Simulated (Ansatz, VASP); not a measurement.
One calculation of ZnS, two programs

The input INCAR:

```
PREC = Accurate
ENCUT = 520
EDIFF = 1E-7
ISMEAR = 0
SIGMA = 0.05
LREAL = False
LASPH = True
NELM = 80
ALGO = Normal
ISIF = 2
LWAVE = False
LCHARG = False
GGA = PE
NBANDS = 16
```

KPOINTS

```
regular mesh
0
Gamma
  10 10 10
```

The input POSCAR:

```
ZnS
1.0
    0.0000000000      2.7808771056      2.5584069372
    2.7808771056      0.0000000000      2.5584069372
    2.7808771056      2.7808771056      0.0000000000
Zn S
1 1
Direct
    0.0000000000      0.0000000000      0.0000000000
    0.7500000000      0.7500000000      0.7500000000
```

Input for Ansatz:

```yaml
crystal:
  lattice:
    - [0.0, 2.7808771056, 2.5584069372]
    - [2.7808771056, 0.0, 2.5584069372]
    - [2.7808771056, 2.7808771056, 0.0]
  atoms:
    - { symbol: Zn, position: [0.0, 0.0, 0.0] }
    - { symbol: S, position: [0.75, 0.75, 0.75] }
basis:
  ecutwfc: 420
kpoints:
  mp_grid: { grid: [10, 10, 10] }
hamiltonian:
  xc: pbe
scf:
  occupations: { method: gaussian, width: 0.05 }
output:
  forces: true
  stress: true
  eigenvalues: true
```

Alike in both runs: task single point; functional PBE; k mesh 10 × 10 × 10; occupations gaussian, width 0.05 eV; no spin polarisation.

```csv
,VASP,Ansatz
version,VASP 6.6.1,Ansatz 0.2.0
potentials or method,"VASP PAW PBE potentials, release 64 (Zn, S)","scalar-relativistic, plane waves, PAW"
plane-wave cutoff (eV),520,420
valence electrons in the cell,18,18
```

Ansatz gave:

```
gap on the k mesh at the Fermi level (eV)       : 1.91
least direct gap on the mesh (eV)               : 1.91
pressure (GPa)                                  : 1.2
largest component of the traceless stress (GPa) : 1.92
```

Task: Estimate VASP's values.

Result: gap on the k mesh at the Fermi level (eV): 1.92; least direct gap on the mesh (eV): 1.92; pressure (GPa): 1.4; largest component of the traceless stress (GPa): 1.90.

With one functional, cell and mesh, what is left measures potentials, basis and numerics.
